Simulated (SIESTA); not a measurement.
# ZnO (zincite): band structure with PBEsol

**The experiment to reproduce.**

“Electronic structure of alkaline earth and post-transition metal oxides”, 2009, arxiv:0908.1581 quotes, for a bulk crystal of ZnO: band gap 3.37 eV.

The system is ZnO (zincite).

```
Zn O
1.0
     3.24931    0.00000    0.00000
    -1.62465    2.81398    0.00000
     0.00000    0.00000    5.20571
Zn O
2 2
Direct
  0.66667 0.33333 0.00000
  0.33333 0.66667 0.50000
  0.33333 0.66667 0.87901
  0.66667 0.33333 0.37901
```

```
Program             : SIESTA 5.4.2
Task                : band structure
Functional          : PBEsol
Potentials or basis : PseudoDojo 0.4 standard (PBEsol files)
Basis               : DZP (energy shift 0.002 Ry)
Grid cutoff         : 800 Ry
Energy shift        : 0.002 Ry
k mesh              : 9 × 9 × 5
Occupations         : fermi-dirac, width 0.05 eV
Spin                : no spin polarisation
```

```
Pressure                : 0.2 GPa
Largest force           : 0.116 eV/Å
Band gap on the k mesh  : 1.07 eV, direct
Band gap along the path : 1.07 eV, direct
```

Forces in eV/Å, atoms in the order of the input:
```
Zn   0.000  0.000 -0.116
Zn   0.000  0.000 -0.116
O    0.000  0.000  0.116
O    0.000  0.000  0.116
```

Stress tensor (GPa, compression positive):
```
-0.09 -0.01  0.00
-0.01 -0.10  0.00
 0.00  0.00  0.68
```

Levels at the corners of the path, in eV from the valence-band top:
| point | band 22 | band 23 | band 24 | band 25 | band 26 | band 27 | band 28 | band 29 | band 30 | band 31 |
| --- | --- | --- | --- | --- | --- | --- | --- | --- | --- | --- |
| Γ | -0.79 | -0.79 | -0.05 | 0.00 | 0.00 | 1.07 | 5.72 | 8.42 | 14.94 | 14.94 |
| M | -3.55 | -2.87 | -2.23 | -1.30 | -0.80 | 6.19 | 6.99 | 7.94 | 9.34 | 11.12 |
| K | -3.66 | -3.66 | -1.94 | -1.94 | -1.70 | 8.18 | 8.32 | 8.32 | 8.37 | 11.40 |
| Γ | -0.79 | -0.79 | -0.05 | 0.00 | 0.00 | 1.07 | 5.72 | 8.42 | 14.94 | 14.94 |
| A | -2.34 | -0.39 | -0.39 | -0.39 | -0.39 | 3.77 | 3.77 | 10.88 | 10.88 | 14.92 |
| L | -3.99 | -1.48 | -1.48 | -1.34 | -1.34 | 5.90 | 5.90 | 8.97 | 8.97 | 12.97 |
| H | -3.87 | -2.74 | -2.74 | -1.19 | -1.19 | 8.17 | 8.17 | 8.44 | 8.44 | 9.55 |
| A | -2.34 | -0.39 | -0.39 | -0.39 | -0.39 | 3.77 | 3.77 | 10.88 | 10.88 | 14.92 |
| L | -3.99 | -1.48 | -1.48 | -1.34 | -1.34 | 5.90 | 5.90 | 8.97 | 8.97 | 12.97 |
| M | -3.55 | -2.87 | -2.23 | -1.30 | -0.80 | 6.19 | 6.99 | 7.94 | 9.34 | 11.12 |
| K | -3.66 | -3.66 | -1.94 | -1.94 | -1.70 | 8.18 | 8.32 | 8.32 | 8.37 | 11.40 |
| H | -3.87 | -2.74 | -2.74 | -1.19 | -1.19 | 8.17 | 8.17 | 8.44 | 8.44 | 9.55 |

It took 37 s on 1 thread of Arm Neoverse V1 (shared host), peak memory 0.25 GiB.

A measured gap of ZnO is 3.37 eV (quoted in “Electronic structure of alkaline earth and post-transition metal oxides”, 2009, arxiv:0908.1581); the calculated 1.07 eV misses it by -2.30 eV. So large a miss can be the level of theory's own, or it may mean another phase, state or a wrong row. The value is that of PBEsol in an atomic basis (PseudoDojo 0.4 standard (PBEsol files), DZP (energy shift 0.002 Ry)), whose error adds to the functional's,, without temperature or zero-point motion. Semilocal functionals fall short of measured gaps as a rule.

Caveat: semicore shells carry a single zeta, which can move pressures by several GPa and volumes by a few percent; the valence orbitals were made in a potential fitted to the semicore shell under them, which widens gaps by tenths of an eV or more; the basis of atomic orbitals isn't converged, which shifts pressures, moduli and gaps.
